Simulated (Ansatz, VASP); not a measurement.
**One calculation of CuI (Marshite), two programs**

```xyz
2
Lattice="0.0000 3.0910 3.0910 3.0910 0.0000 3.0910 3.0910 3.0910 0.0000" Properties=species:S:1:pos:R:3 pbc="T T T"
I     0.0000    0.0000    0.0000
Cu    4.6364    4.6364    4.6364
```

Change from the starting cell: volume scaled by 1.06.

Alike in both runs: task single point; functional PBE; k mesh 8 × 8 × 8; occupations fermi-dirac, width 0.05 eV; no spin polarisation.

|  | VASP | Ansatz |
| --- | --- | --- |
| version | VASP 6.6.1 | Ansatz 0.2.0 |
| potentials or method | VASP PAW PBE potentials, release 64 (I, Cu) | Ansatz PAW |
| plane-wave cutoff (eV) | 520 | 420 |
| valence electrons in the cell | 18 | 36 |

VASP gave:

```
gap on the k mesh at the Fermi level (eV) : 1.00
least direct gap on the mesh (eV)         : 1.00
pressure (GPa)                            : -1.7
```

Task: What did Ansatz give for the same quantities?

Result: gap on the k mesh at the Fermi level (eV): 0.98; least direct gap on the mesh (eV): 0.98; pressure (GPa): -1.7.

The two sets of potentials don't hold the same shells in valence.

Caveats: spin-orbit coupling is left out, which moves the levels of the heavy elements.
